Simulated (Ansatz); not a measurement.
# Relaxed volume per atom: LDA against PBE

Plane-wave density functional theory with scalar-relativistic PAW datasets made under PBE, Fermi-Dirac smearing, no dispersion term; cell and atoms of an element relax within their symmetry, lengths and angles are those of the given vectors, site moments in spheres, pressure positive in compression. The results are calculated, by Ansatz 0.2.0.

Settings of every row: spin polarised no; wave cutoff 420 eV; smearing width 0.1 eV; volume held no.

Limits: cells from prototypes or lists of computed structures, which needn't be the stable phases (Fe, Cu, Zn, Al, Cd, Sc, Tl).

Limits of some rows: held non-magnetic: a magnetic state may lie lower (Fe, Ni).

Each row is one system, relaxed from the same start, with functional PBE and with LDA. The rows are a selection: systems with far-off first values are left out.

| row | formula | space group | atoms in the cell | V at the start (Å³/atom) | k mesh | PBE (cubic Å) | LDA (cubic Å) |
| --- | --- | --- | --- | --- | --- | --- | --- |
| 1 | Fe | Pm-3n (223) | 8 | 11.78 | 6x6x6 | 10.49 | 9.81 |
| 2 | Ni | Fm-3m (225) | 1 | 10.94 | 15x15x15 | 10.85 | 10.01 |
| 3 | Cu | Pm-3m (221) | 1 | 12.76 | 13x13x13 | 13.94 | 12.60 |
| 4 | Zn | P6/mmm (191) | 3 | 15.21 | 8x8x12 | 15.59 | 13.87 |
| 5 | Al | Pm-3n (223) | 8 | 16.60 | 5x5x5 | 16.94 | 16.23 |
| 6 | Cd | Pm-3n (223) | 8 | 21.58 | 5x5x5 | 23.23 | ? |
| 7 | Sc | P6/mmm (191) | 3 | 25.00 | 7x7x10 | 24.55 | 22.36 |
| 8 | Tl | Pm-3n (223) | 8 | 28.04 | 4x4x4 | 31.76 | 27.62 |
| 9 | Pb | Fm-3m (225) | 1 | 30.33 | 11x11x11 | 31.91 | 28.97 |

Question: what relaxed volume per atom should Cd (row 6) have with LDA?

Worked estimate. Take the shift, the second value less the first: -0.68, -0.84, -1.34, -1.72, -0.71, -2.19, -4.14, -2.94 cubic Å in the shown rows, -1.82 cubic Å in the mean. It follows the first value, whose mean is 19.504 cubic Å: the sums about the means are S_xx = 538.6 and S_xy = -68.86, so the slope is -0.128, and the standard deviation about this line is 0.53 cubic Å (about the mean alone 1.23). For the withheld row the shift is -1.82 − 0.128 × (23.23 − 19.504) = -2.30 cubic Å, which gives 23.23 − 2.30 = 20.93 cubic Å.

The calculation gave 20.21 cubic Å, a shift of -3.02. The estimate is 0.72 cubic Å too high, within two standard deviations; taking the first value unchanged would miss by 3.02 cubic Å.
